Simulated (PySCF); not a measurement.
## Sn in PySCF: convergence with density cutoff

Crystal: Sn.

```
Sn
1.0
    -2.94014    2.94014    1.59930
     2.94014   -2.94014    1.59930
     2.94014    2.94014   -1.59930
Sn
2
Direct
  0.00707 0.99527 0.98770
  0.74919 0.24451 0.49911
```

The cell isn't the ideal one: atoms moved at random.

* Program: PySCF 2.14.0
* Task: convergence study
* Functional: PBE
* Potentials or basis: DZVP-MOLOPT-SR/GTH-PBE (potentials made for PBE)
* k mesh: 5 × 5 × 3
* Occupations: fermi-dirac, width 0.05 eV
* Spin: no spin polarisation

These are the settings of the first run; the series varies density cutoff, with any setting tied to it.

Hardware: 2 threads of Intel(R) Xeon(R) Processor @ 2.50GHz (Skylake/Cascade Lake), on a shared host.

Task: The values tried are 8 Ha, 12 Ha, 18 Ha, 25 Ha, 32 Ha, 40 Ha, 50 Ha, 62 Ha, 75 Ha, loosest first. From which on does the energy stay within 1 meV/atom of the tightest run that finished?

Result: From 12 Ha on.

```
density cutoff  energy less the tightest run, at zero smearing (meV/atom)  pressure (GPa)  largest force (eV/Å)  SCF cycles  CPU time (s)  peak memory (GiB)
          8 Ha                                                       1.71            3.38                 0.176           5           250                3.1
         12 Ha                                                       0.13            3.30                 0.186           5           350                4.7
         18 Ha                                                       0.09            3.28                 0.196           5           590                8.8
         25 Ha                                                      -0.06            3.28                 0.189           5           740                8.8
         32 Ha                                                      -0.04            3.29                 0.190           5           960                8.8
         40 Ha                                                       0.00            3.29                 0.191           5          1200                8.8
         50 Ha                                      timed out after 750 s               -                     -           -             -                  -
         62 Ha                                      timed out after 750 s               -                     -           -             -                  -
         75 Ha                                      timed out after 600 s               -                     -           -             -                  -
```

Against the tightest run, the pressure stays within 0.1 GPa from 8 Ha on; the largest force stays within 0.005 eV/Å from 25 Ha on. The tightest run that finished is the yardstick and may itself not be fully converged.

Caveat, for the tightest run too: the k mesh is coarse (spacing up to 0.50 Å⁻¹), so the values aren't converged; the basis of atomic orbitals isn't converged, which shifts pressures, moduli and gaps.
